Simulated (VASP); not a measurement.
# ZnO (zincite) (P6_3mc) in VASP: settings compared, part 2 of 3

VASP 6.6.1. The steps go on from the part before.

### 3 Band structure, LDA

POSCAR

```
ZnO
1.0
    3.2493080000      0.0000000000      0.0000000000
   -1.6246540000      2.8139832727      0.0000000000
    0.0000000000      0.0000000000      5.2057090000
Zn O
2 2
Direct
    0.6666666667      0.3333333333      0.0000000000
    0.3333333333      0.6666666667      0.5000000000
    0.3333333333      0.6666666667      0.8790100000
    0.6666666667      0.3333333333      0.3790100000
```

INCAR.step1

```
PREC = Accurate
ENCUT = 520
EDIFF = 1E-7
ISMEAR = -1
SIGMA = 0.05
LREAL = F
LASPH = T
NELM = 60
ALGO = Normal
ISIF = 2
LWAVE = F
LCHARG = T
GGA = CA
```

KPOINTS.step1

```
regular mesh
0
Gamma
  9 9 5
```

INCAR.step2

```
PREC = Accurate
ENCUT = 520
EDIFF = 1E-7
ISMEAR = 0
SIGMA = 0.05
LREAL = F
LASPH = T
NELM = 60
ALGO = Normal
ISIF = 2
LWAVE = F
LCHARG = F
GGA = CA
ICHARG = 11
```

KPOINTS.step2

```
path GMKGALHA,LM,KH
15
line-mode
reciprocal
 0.0000000000  0.0000000000  0.0000000000  G
 0.5000000000  0.0000000000  0.0000000000  M

 0.5000000000  0.0000000000  0.0000000000  M
 0.3333333333  0.3333333333  0.0000000000  K

 0.3333333333  0.3333333333  0.0000000000  K
 0.0000000000  0.0000000000  0.0000000000  G

 0.0000000000  0.0000000000  0.0000000000  G
 0.0000000000  0.0000000000  0.5000000000  A

 0.0000000000  0.0000000000  0.5000000000  A
 0.5000000000  0.0000000000  0.5000000000  L

 0.5000000000  0.0000000000  0.5000000000  L
 0.3333333333  0.3333333333  0.5000000000  H

 0.3333333333  0.3333333333  0.5000000000  H
 0.0000000000  0.0000000000  0.5000000000  A

 0.5000000000  0.0000000000  0.5000000000  L
 0.5000000000  0.0000000000  0.0000000000  M

 0.3333333333  0.3333333333  0.0000000000  K
 0.3333333333  0.3333333333  0.5000000000  H
```

Potentials or basis: VASP PAW LDA potentials, release 64 (Zn, O).

Command:

```console
$ cat potpaw_LDA.64/Zn/POTCAR potpaw_LDA.64/O/POTCAR > POTCAR
$ cp INCAR.step1 INCAR
$ cp KPOINTS.step1 KPOINTS
$ mpirun -np 1 vasp_std > vasp.out
$ cp INCAR.step2 INCAR
$ cp KPOINTS.step2 KPOINTS
$ mpirun -np 1 vasp_std > vasp.out
```

Wall time 37 s (1 thread of Intel Xeon 6975P-C (Granite Rapids), shared host); peak memory 0.22 GiB.

The run converged. Its results:

- Band gap on the k mesh: 0.74 eV, direct
- Band gap along the path: 0.74 eV, direct

Levels at the corners of the path, in eV from the valence-band top:
```csv
point,band 15,band 16,band 17,band 18,band 19,band 20,band 21,band 22
Γ,-0.82,-0.07,0.00,0.00,0.74,5.09,8.13,12.65
M,-2.87,-2.31,-1.31,-0.83,5.68,6.71,7.46,8.34
M,-2.87,-2.31,-1.31,-0.83,5.68,6.71,7.46,8.34
K,-3.56,-1.95,-1.95,-1.74,7.51,7.57,7.57,7.99
K,-3.56,-1.95,-1.95,-1.74,7.51,7.57,7.57,7.99
Γ,-0.82,-0.07,0.00,0.00,0.74,5.09,8.13,12.65
Γ,-0.82,-0.07,0.00,0.00,0.74,5.09,8.13,12.65
A,-0.41,-0.41,-0.41,-0.41,3.39,3.39,9.94,9.94
A,-0.41,-0.41,-0.41,-0.41,3.39,3.39,9.94,9.94
L,-1.53,-1.53,-1.37,-1.37,5.58,5.58,8.30,8.30
L,-1.53,-1.53,-1.37,-1.37,5.58,5.58,8.30,8.30
H,-2.73,-2.73,-1.24,-1.24,7.85,7.85,7.89,7.89
H,-2.73,-2.73,-1.24,-1.24,7.85,7.85,7.89,7.89
A,-0.41,-0.41,-0.41,-0.41,3.39,3.39,9.94,9.94
L,-1.53,-1.53,-1.37,-1.37,5.58,5.58,8.30,8.30
M,-2.87,-2.31,-1.31,-0.83,5.68,6.71,7.46,8.34
K,-3.56,-1.95,-1.95,-1.74,7.51,7.57,7.57,7.99
H,-2.73,-2.73,-1.24,-1.24,7.85,7.85,7.89,7.89
```

Caveat: the log is that of the step along the path at fixed density, whose energy, stress, charges and moments have no meaning.

### 4 Band structure, PBEsol

INCAR

```
SYSTEM = ZnO
PREC     = Accurate       ! precision mode
ENCUT    = 520            ! plane-wave cutoff, eV
EDIFF    = 1E-6           ! SCF threshold, eV
ISMEAR   = -1             ! smearing method
SIGMA    = 0.05           ! smearing width, eV
LREAL    = .FALSE.        ! projectors in reciprocal space
LASPH    = .TRUE.         ! aspherical terms in the spheres
NELM     = 100            ! most SCF steps
ALGO     = Normal         ! electronic algorithm
ISIF     = 2              ! what is computed and relaxed
LWAVE    = .FALSE.        ! write WAVECAR
LCHARG   = .FALSE.        ! write CHGCAR
GGA      = PS             ! functional
NBANDS   = 26             ! bands
```

KPOINTS

```
regular mesh
0
G
  9 9 5
  0 0 0
```

POSCAR is that of step 3.

KPOINTS_OPT

```
path GMKGALHA,LM,KH
20
line-mode
reciprocal
 0.0000000000  0.0000000000  0.0000000000  G
 0.5000000000  0.0000000000  0.0000000000  M

 0.5000000000  0.0000000000  0.0000000000  M
 0.3333333333  0.3333333333  0.0000000000  K

 0.3333333333  0.3333333333  0.0000000000  K
 0.0000000000  0.0000000000  0.0000000000  G

 0.0000000000  0.0000000000  0.0000000000  G
 0.0000000000  0.0000000000  0.5000000000  A

 0.0000000000  0.0000000000  0.5000000000  A
 0.5000000000  0.0000000000  0.5000000000  L

 0.5000000000  0.0000000000  0.5000000000  L
 0.3333333333  0.3333333333  0.5000000000  H

 0.3333333333  0.3333333333  0.5000000000  H
 0.0000000000  0.0000000000  0.5000000000  A

 0.5000000000  0.0000000000  0.5000000000  L
 0.5000000000  0.0000000000  0.0000000000  M

 0.3333333333  0.3333333333  0.0000000000  K
 0.3333333333  0.3333333333  0.5000000000  H
```

Potentials or basis: VASP PAW PBE potentials, release 64 (Zn, O).

Command:

```console
$ cat potpaw_PBE.64/Zn/POTCAR potpaw_PBE.64/O/POTCAR > POTCAR
$ mpirun -np 1 vasp_std > vasp.out
```

OUTCAR:

```text
SYSTEM = ZnO
   PREC = Accurate
   ENCUT = 520
   EDIFF = 1E-6
   ISMEAR = -1
   LREAL = .FALSE.
   LASPH = .TRUE.
   NELM = 100
   ISIF = 2
   GGA = PS

 ion  position               nearest neighbor table
   1  0.667  0.333  0.000-   4 1.97   3 1.98   3 1.98   3 1.98
   2  0.333  0.667  0.500-   3 1.97   4 1.98   4 1.98   4 1.98
   3  0.333  0.667  0.879-   2 1.97   1 1.98   1 1.98   1 1.98
   4  0.667  0.333  0.379-   1 1.97   2 1.98   2 1.98   2 1.98

  LATTYP: Found a hexagonal cell.
 ALAT       =     3.2493080000
 C/A-ratio  =     1.6020977390

  Lattice vectors:

 A1 = (   3.2493080000,   0.0000000000,   0.0000000000)
 A2 = (  -1.6246540000,   2.8139832727,   0.0000000000)
 A3 = (   0.0000000000,   0.0000000000,   5.2057090000)

Analysis of symmetry for initial positions (statically):
=====================================================================
 Subroutine PRICEL returns:
 Original cell was already a primitive cell.

 Routine SETGRP: Setting up the symmetry group for a
 hexagonal supercell.

 Subroutine GETGRP returns: Found 12 space group operations
 (whereof  6 operations were pure point group operations)
 out of a pool of 24 trial point group operations.

The static configuration has the point symmetry C_3v.
 The point group associated with its full space group is C_6v.

Analysis of symmetry for dynamics (positions and initial velocities):
=====================================================================
 Subroutine PRICEL returns:
 Original cell was already a primitive cell.

 Routine SETGRP: Setting up the symmetry group for a
 hexagonal supercell.

 Subroutine GETGRP returns: Found 12 space group operations
 (whereof  6 operations were pure point group operations)
 out of a pool of 24 trial point group operations.

The dynamic configuration has the point symmetry C_3v.
 The point group associated with its full space group is C_6v.

 Subroutine INISYM returns: Found 12 space group operations
 (whereof  6 operations are pure point group operations),
 and found     1 'primitive' translations

----------------------------------------------------------------------------------------

                                     Primitive cell

  volume of cell :      47.5984

  direct lattice vectors                    reciprocal lattice vectors
     3.249308000  0.000000000  0.000000000     0.307757836  0.177684070  0.000000000
    -1.624654000  2.813983273  0.000000000     0.000000000  0.355368139  0.000000000
     0.000000000  0.000000000  5.205709000     0.000000000  0.000000000  0.192096792

  length of vectors
     3.249308000  3.249308000  5.205709000     0.355368139  0.355368139  0.192096792

  position of ions in fractional coordinates (direct lattice)
     0.666666667  0.333333333  0.000000000
     0.333333333  0.666666667  0.500000000
     0.333333333  0.666666667  0.879010000
     0.666666667  0.333333333  0.379010000

  ion indices of the primitive-cell ions
   primitive index   ion index
                 1           1
                 2           2
                 3           3
                 4           4

----------------------------------------------------------------------------------------

 KPOINTS: regular mesh

Automatic generation of k-mesh.
 Grid dimensions read from file:
 generate k-points for:    9    9    5

 Generating k-lattice:

  Cartesian coordinates                     Fractional coordinates (reciprocal lattice)
     0.034195315  0.019742674  0.000000000     0.111111111  0.000000000  0.000000000
     0.000000000  0.039485349  0.000000000     0.000000000  0.111111111  0.000000000
     0.000000000  0.000000000  0.038419358     0.000000000  0.000000000  0.200000000

  Length of vectors
     0.039485349  0.039485349  0.038419358

  Shift w.r.t. Gamma in fractional coordinates (k-lattice)
     0.000000000  0.000000000  0.000000000

 Subroutine IBZKPT returns following result:
 ===========================================

 Found     36 irreducible k-points:

 Following reciprocal coordinates:
            Coordinates               Weight
  0.000000  0.000000  0.000000      1.000000
  0.111111  0.000000  0.000000      6.000000
  0.222222  0.000000  0.000000      6.000000
  0.333333  0.000000  0.000000      6.000000
  0.444444  0.000000  0.000000      6.000000
  0.111111  0.111111  0.000000      6.000000
[... 16 lines left out ...]
  0.333333  0.222222  0.200000     24.000000
  0.333333  0.333333  0.200000      4.000000
 [... further k-points ...]
   k-points           NKPTS =     36   k-points in BZ     NKDIM =     36   number of bands    NBANDS=     26
   number of dos      NEDOS =    301   number of ions     NIONS =      4
   total plane-waves  NPLWV =  23040
   dimension x,y,z NGX =    24 NGY =   24 NGZ =   40
   dimension x,y,z NGXF=    48 NGYF=   48 NGZF=   80
   ions per type =               2   2
   NGX,Y,Z   is equivalent  to a cutoff of  12.28, 12.28, 12.77 a.u.
   NGXF,Y,Z  is equivalent  to a cutoff of  24.56, 24.56, 25.55 a.u.
 SYSTEM =  ZnO
   PREC   = accura    normal or accurate (medium, high low for compatibility)
   ISTART =      0    job   : 0-new  1-cont  2-samecut
   ICHARG =      2    charge: 1-file 2-atom 10-const
   ISPIN  =      1    spin polarized calculation?
   LNONCOLLINEAR =      F non collinear calculations
   LSORBIT =      F    spin-orbit coupling
   LASPH  =      T    aspherical Exc in radial PAW
   ENCUT  =  520.0 eV  38.22 Ry    6.18 a.u.   6.04  6.04  9.68*2*pi/ulx,y,z
   NELM   =    100;   NELMIN=  2; NELMDL= -5     # of ELM steps
   EDIFF  = 0.1E-05   stopping-criterion for ELM
   LREAL  =      F    real-space projection
   EDIFFG = 0.1E-04   stopping-criterion for IOM
   NSW    =      0    number of steps for IOM
   IBRION =     -1    ionic relax: 0-MD 1-quasi-New 2-CG
   NFREE  =      0    steps in history (QN), initial steepest desc. (CG)
   ISIF   =      2    stress and relaxation
   ISYM   =      2    0-nonsym 1-usesym 2-fastsym
   POTIM  = 0.5000    time-step for ionic-motion
   TEBEG  =    0.0;   TEEND  =   0.0 temperature during run
   PSTRESS=    0.0 pullay stress
   NELECT =      36.0000    total number of electrons
   NUPDOWN=      -1.0000    fix difference up-down
   EMIN   =  10.00;   EMAX   =-10.00  energy-range for DOS
   EFERMI =   0.00;   METHOD = LEGACY
   ISMEAR =    -1;   SIGMA  =   0.05  broadening in eV -4-tet -1-fermi 0-gaus
   EFERMI_NEDOS =   21; number of points for ismear=-14 and -15
   IALGO  =     38    algorithm
   IMIX   =      4    mixing-type and parameters
     AMIX     =   0.40;   BMIX     =  1.00
     AMIX_MAG =   1.60;   BMIX_MAG =  1.00
  volume/ion in A,a.u.               =      11.90        80.30
  Fermi-wavevector in a.u.,A,eV,Ry     =   1.491574  2.818667 30.270160  2.224794
  Thomas-Fermi vector in A             =   2.604212
   LORBIT       =      0    0 simple, 1 ext, 2 COOP (PROOUT), +10 PAW based schemes
   GGA     = PS    functional components
   LHFCALC =     F    Hartree Fock is set to
   AEXX    =    0.0000 exact exchange contribution
   IVDW    =     0    specifies the selected vdW correction
   LEPSILON=     F    determine dielectric tensor
   LRPA    =     F    only Hartree local field effects (RPA)
 non-spin polarized calculation
  energy-cutoff  :      520.00
  volume of cell :       47.60
 maximum number of plane-waves:      1308
   NGX = 13   NGY = 13   NGZ = 19

 number of electron      36.0000017 magnetization

 Free energy of the ion-electron system (eV)
  ---------------------------------------------------
  ext. energy  EPLUGINS =         0.00000000
  ---------------------------------------------------
  free energy    TOTEN  =       -19.41030157 eV

  energy without entropy =      -19.41029168  energy(sigma->0) =      -19.41029662

 E-fermi :   1.4295     XC(G=0): -11.1857

 val. band max:        1.0471806773   @ k =   0.0000   0.0000   0.0000
 cond. band min:       1.7319235102   @ k =   0.0000   0.0000   0.0000
 fundamental gap:      0.6847428329
 Fermi energy:         1.4294933040

 k-point     1 :       0.0000    0.0000    0.0000
  band No.  band energies     occupation
      1     -16.9908      2.00000
      2     -16.2391      2.00000
      3      -4.6592      2.00000
      4      -4.6592      2.00000
      5      -4.6584      2.00000
      6      -4.6197      2.00000
[... 18 lines left out ...]
     25      15.0521      0.00000
     26      15.0522      0.00000
[... 644 lines left out ...]
      4      -4.4761      2.00000
      5      -4.4761      2.00000
      6      -4.1158      2.00000
[... 18 lines left out ...]
     25      14.4016      0.00000
     26      15.5261      0.00000

 [... further k-points ...]
[... 5 lines left out ...]
  --------------------------------------------------------------------------------------
  -------------------------------------------------------------------------------------
  Total       -0.3486263     -0.3486263      0.1631299      0.0000000      0.0000000      0.0000000
  in kB      -11.7348739    -11.7348739      5.4910047      0.0000000      0.0000000      0.0000000
  external PRESSURE =      -5.9929143 kB  Pullay stress =       0.0000000 kB

 VOLUME and BASIS-vectors are now :
 -----------------------------------------------------------------------------
  energy-cutoff  :      520.00
  volume of cell :       47.60
      direct lattice vectors                 reciprocal lattice vectors
     3.249308000  0.000000000  0.000000000     0.307757836  0.177684070  0.000000000
    -1.624654000  2.813983273  0.000000000     0.000000000  0.355368139  0.000000000
     0.000000000  0.000000000  5.205709000     0.000000000  0.000000000  0.192096792

 POSITION                                       TOTAL-FORCE (eV/Angst)
 -----------------------------------------------------------------------------------
      1.62465      0.93799      0.00000        -0.000000      0.000000     -0.065407
     -0.00000      1.87599      2.60285         0.000000     -0.000000     -0.065407
     -0.00000      1.87599      4.57587        -0.000000      0.000000      0.065407
      1.62465      0.93799      1.97302         0.000000      0.000000      0.065407
 -----------------------------------------------------------------------------------
    total drift:                               -0.000000     -0.000000     -0.000744

  FREE ENERGIE OF THE ION-ELECTRON SYSTEM (eV)
  ---------------------------------------------------
  free  energy   TOTEN  =       -19.4103015691 eV

  energy  without entropy=      -19.4102916805  energy(sigma->0) =      -19.41029662
```

Wall time 51 s (1 thread of Intel Xeon 6975P-C (Granite Rapids), shared host); peak memory 0.19 GiB.

Results:

```yaml
Free_energy: -19.4103 eV
Pressure: -0.6 GPa
Largest_force: 0.065 eV/Å
Band_gap_on_the_k_mesh: 0.68 eV, direct
Band_gap_along_the_path: 0.69 eV, direct
```

Forces on the atoms (eV/Å):
```
Zn   0.000  0.000 -0.065
Zn   0.000  0.000 -0.065
O    0.000  0.000  0.065
O    0.000  0.000  0.065
```

Levels at the corners of the path, in eV from the valence-band top:
```
point  band 14  band 15  band 16  band 17  band 18  band 19  band 20  band 21  band 22  band 23
    Γ    -0.82    -0.82    -0.07     0.00     0.00     0.69     5.10     8.14    12.72    12.72
    M    -3.56    -2.85    -2.30    -1.30    -0.83     5.68     6.70     7.47     8.40    10.53
    M    -3.56    -2.85    -2.30    -1.30    -0.83     5.68     6.70     7.47     8.40    10.53
    K    -3.52    -3.52    -1.94    -1.94    -1.73     7.51     7.61     7.61     7.99    10.71
    K    -3.52    -3.52    -1.94    -1.94    -1.73     7.51     7.61     7.61     7.99    10.71
    Γ    -0.82    -0.82    -0.07     0.00     0.00     0.69     5.10     8.14    12.72    12.72
    Γ    -0.82    -0.82    -0.07     0.00     0.00     0.69     5.10     8.14    12.72    12.72
    A    -2.24    -0.40    -0.40    -0.40    -0.40     3.37     3.37     9.98     9.98    13.01
    A    -2.24    -0.40    -0.40    -0.40    -0.40     3.37     3.37     9.98     9.98    13.01
    L    -3.75    -1.52    -1.52    -1.37    -1.37     5.58     5.58     8.34     8.34    11.16
    L    -3.75    -1.52    -1.52    -1.37    -1.37     5.58     5.58     8.34     8.34    11.16
    H    -3.71    -2.71    -2.71    -1.24    -1.24     7.85     7.85     7.91     7.91     8.73
    H    -3.71    -2.71    -2.71    -1.24    -1.24     7.85     7.85     7.91     7.91     8.73
    A    -2.24    -0.40    -0.40    -0.40    -0.40     3.37     3.37     9.98     9.98    13.01
    L    -3.75    -1.52    -1.52    -1.37    -1.37     5.58     5.58     8.34     8.34    11.16
    M    -3.56    -2.85    -2.30    -1.30    -0.83     5.68     6.70     7.47     8.40    10.53
    K    -3.52    -3.52    -1.94    -1.94    -1.73     7.51     7.61     7.61     7.99    10.71
    H    -3.71    -2.71    -2.71    -1.24    -1.24     7.85     7.85     7.91     7.91     8.73
```

Caveat: the PAW data sets were made with another functional, which shifts forces and pressure a little.

### 5 Band structure, RPBE

POSCAR is that of step 4.

INCAR.step1

```
SYSTEM = ZnO
  ALGO = Normal
  EDIFF = 1E-6
  ENCUT = 520
  GGA = RP
  ISIF = 2
  ISMEAR = -1
  LASPH = .TRUE.
  LCHARG = .TRUE.
  LREAL = .FALSE.
  LWAVE = .FALSE.
  NBANDS = 26
  NELM = 100
  PREC = Accurate
  SIGMA = 0.05
```

KPOINTS.step1

```
k-points
0
G
  9 9 5
  0 0 0
```

INCAR.step2

```
SYSTEM = ZnO
  ALGO = Normal
  EDIFF = 1E-6
  ENCUT = 520
  GGA = RP
  ICHARG = 11
  ISIF = 2
  ISMEAR = 0
  LASPH = .TRUE.
  LCHARG = .FALSE.
  LREAL = .FALSE.
  LWAVE = .FALSE.
  NBANDS = 26
  NELM = 100
  PREC = Accurate
  SIGMA = 0.05
```

KPOINTS.step2 is that of step 3.

Command:

```console
$ cat potpaw_PBE.64/Zn/POTCAR potpaw_PBE.64/O/POTCAR > POTCAR
$ cp INCAR.step1 INCAR
$ cp KPOINTS.step1 KPOINTS
$ mpirun -np 1 vasp_std > vasp.out
$ cp INCAR.step2 INCAR
$ cp KPOINTS.step2 KPOINTS
$ mpirun -np 1 vasp_std > vasp.out
```

Run time: 42 s. Hardware: 1 thread of Intel Xeon 6975P-C (Granite Rapids), shared host; peak memory 0.25 GiB.

The run converged. Its results:

| Item | Value |
| --- | --- |
| Band gap on the k mesh | 0.88 eV, direct |
| Band gap along the path | 0.88 eV, direct |

Levels at the corners of the path, in eV from the valence-band top:
```
point  band 15  band 16  band 17  band 18  band 19  band 20  band 21  band 22
    Γ    -0.81    -0.07     0.00     0.00     0.88     5.31     8.38    12.95
    M    -2.81    -2.27    -1.27    -0.82     5.86     6.99     7.74     8.57
    M    -2.81    -2.27    -1.27    -0.82     5.86     6.99     7.74     8.57
    K    -3.49    -1.90    -1.90    -1.69     7.77     7.77     7.81     8.27
    K    -3.49    -1.90    -1.90    -1.69     7.77     7.77     7.81     8.27
    Γ    -0.81    -0.07     0.00     0.00     0.88     5.31     8.38    12.95
    Γ    -0.81    -0.07     0.00     0.00     0.88     5.31     8.38    12.95
    A    -0.40    -0.40    -0.40    -0.40     3.54     3.54    10.23    10.23
    A    -0.40    -0.40    -0.40    -0.40     3.54     3.54    10.23    10.23
    L    -1.50    -1.50    -1.35    -1.35     5.83     5.83     8.52     8.52
    L    -1.50    -1.50    -1.35    -1.35     5.83     5.83     8.52     8.52
    H    -2.66    -2.66    -1.22    -1.22     8.10     8.10     8.13     8.13
    H    -2.66    -2.66    -1.22    -1.22     8.10     8.10     8.13     8.13
    A    -0.40    -0.40    -0.40    -0.40     3.54     3.54    10.23    10.23
    L    -1.50    -1.50    -1.35    -1.35     5.83     5.83     8.52     8.52
    M    -2.81    -2.27    -1.27    -0.82     5.86     6.99     7.74     8.57
    K    -3.49    -1.90    -1.90    -1.69     7.77     7.77     7.81     8.27
    H    -2.66    -2.66    -1.22    -1.22     8.10     8.10     8.13     8.13
```

Caveat: the log is that of the step along the path at fixed density, whose energy, stress, charges and moments have no meaning; the PAW data sets were made with another functional, which shifts forces and pressure a little.

### 6 For comparison

An earlier run on the cell as given: functional PBE; potentials or basis VASP PAW PBE potentials, release 64 (Zn, O); cutoff 520 eV; k mesh 9 × 9 × 5; occupations fermi-dirac, width 0.05 eV; no spin polarisation.

- Pressure: 6.0 GPa
- Largest force: 0.074 eV/Å
- Band gap on the k mesh: 0.79 eV, direct

[end of part 2 of 3]
